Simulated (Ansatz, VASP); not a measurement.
## Sc in VASP and in Ansatz

```
CELL_PARAMETERS angstrom
3.22958 0.00000 0.00000
-1.61479 2.79690 0.00000
0.00000 0.00000 4.98496
ATOMIC_POSITIONS crystal
Sc 0.33333 0.66667 0.25000
Sc 0.66667 0.33333 0.75000
```

Alike in both runs: functional LDA; k mesh 15 × 15 × 8; occupations gaussian, width 0.1 eV; no spin polarisation.

Ansatz relaxed the structure, and its values are those at the end. VASP's run is a single point on that final structure, the one shown.

|  | VASP | Ansatz |
| --- | --- | --- |
| version | VASP 6.6.1 | Ansatz 0.2.0 |
| potentials or method | VASP PAW LDA potentials, release 64 (Sc_sv) | scalar-relativistic, plane waves, PAW |
| plane-wave cutoff (eV) | 520 | 420 |
| valence electrons in the cell | 22 | 22 |

Ansatz gave:

```
gap on the k mesh at the Fermi level (eV) : none
pressure (GPa)                            : 0.0
```

Question: What did VASP give for the same quantities?

Answer: gap on the k mesh at the Fermi level (eV): none; pressure (GPa): 0.1.

A gap of «none» marks a metal or a gap that the smearing closes.
